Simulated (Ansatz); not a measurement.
# Compressing Y

Computed with DFT PBEsol, scalar-relativistic, plane waves, PAW (Ansatz 0.2.0). Settings: 420 eV cutoff, 12×12×8 k-mesh, Gaussian smearing of 0.10 eV, no spin polarisation.

Starting point, cell and atoms relaxed:

```
Y
1.0
     3.59752    0.00000    0.00000
    -1.79876    3.11554    0.00000
     0.00000    0.00000    5.58576
Y
2
Direct
  0.33333 0.66667 0.25000
  0.66667 0.33333 0.75000
```

Cell and atoms are relaxed at each pressure within the symmetry of the start, at zero temperature, so transitions that lower the symmetry aren't seen. The k-mesh given is that at zero pressure and may differ at others. a, b and c are the lengths of the cell vectors above.

```
P (GPa) V (Å³/atom) V/V0  a (Å) b (Å) c (Å)
     -3        33.87  1.082  3.695  3.695  5.730
      0        31.30  1.000  3.598  3.598  5.586
      3        29.35  0.938  3.520  3.520  5.471
      8        26.86  0.858  3.409  3.409  5.340
     15        24.38  0.779  3.287  3.287  5.211
     30        20.95  0.669  3.095  3.095  5.052
     60        17.12  0.547  2.862  2.862  4.827
```

Problem. What bulk modulus and pressure derivative fit these points?

Solution. A third-order Birch–Murnaghan fit gives B0 = 41 GPa and B0' = 3.3.

Problem. Which cell vector or vectors give way most up to 60 GPa?

Solution. a and b: the changes are a -20.5 %, b -20.5 %, c -13.6 %.